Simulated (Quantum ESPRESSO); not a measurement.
Na:

```xyz
1
Lattice="-2.1410 2.1410 2.1410 2.1410 -2.1410 2.1410 2.1410 2.1410 -2.1410" Properties=species:S:1:pos:R:3 pbc="T T T"
Na    0.0000    0.0000    0.0000
```

* Program: Quantum ESPRESSO 7.5
* Task: phonon dispersion
* Functional: PBE
* Potentials or basis: GBRV 1.5 PBE
* Cutoff: 612 eV
* Density cutoff: 4898 eV
* k mesh: 10 × 10 × 10
* Occupations: cold, width 0.2 eV
* Spin: no spin polarisation
* Mixing beta: 0.5
* Most SCF iterations: 120
* SCF threshold: 2e-10 Ry
* q mesh: 2 × 2 × 2

The cell and the atoms were relaxed first, to 36.91 Å³/atom (a = 3.633 Å, b = 3.633 Å, c = 3.633 Å, α = 109.47°, β = 109.47°, γ = 109.47°), and the response was taken there.

Is this structure dynamically stable at this level, and how far does the spectrum reach?

Yes, as far as this q mesh shows: no mode on the path is imaginary. The highest frequency is 128 cm⁻¹.

Phonon frequencies at the corners of the path (cm⁻¹, interpolated; i marks imaginary ones):
| point | frequencies |
| --- | --- |
| Γ | 0 0 0 |
| H | 123 123 123 |
| N | 27 87 128 |
| P | 93 93 93 |

Harmonic thermodynamics per atom at this volume (zero-point energy 15.8 meV, Debye temperature from the second moment 167 K):
```
 T (K)  free energy (meV)  entropy (k_B)  heat capacity Cv (k_B)
    50               13.9           1.25                    1.86
   100                4.9           2.84                    2.62
   200              -28.7           4.77                    2.90
298.15              -74.3           5.94                    2.95
   500             -192.2           7.48                    2.98
   800             -405.0           8.88                    2.99
```

Phonon states per cell in windows of 10 cm⁻¹ (negative: imaginary):
| from (cm⁻¹) | total |
| --- | --- |
| 0 | 0.00 |
| 10 | 0.01 |
| 20 | 0.07 |
| 30 | 0.16 |
| 40 | 0.21 |
| 50 | 0.27 |
| 60 | 0.23 |
| 70 | 0.23 |
| 80 | 0.34 |
| 90 | 0.34 |
| 100 | 0.29 |
| 110 | 0.46 |
| 120 | 0.37 |

A q mesh this small can miss soft modes between its points.

Caveat: the q mesh is small, so phonon branches between its points and thermal values are rough.
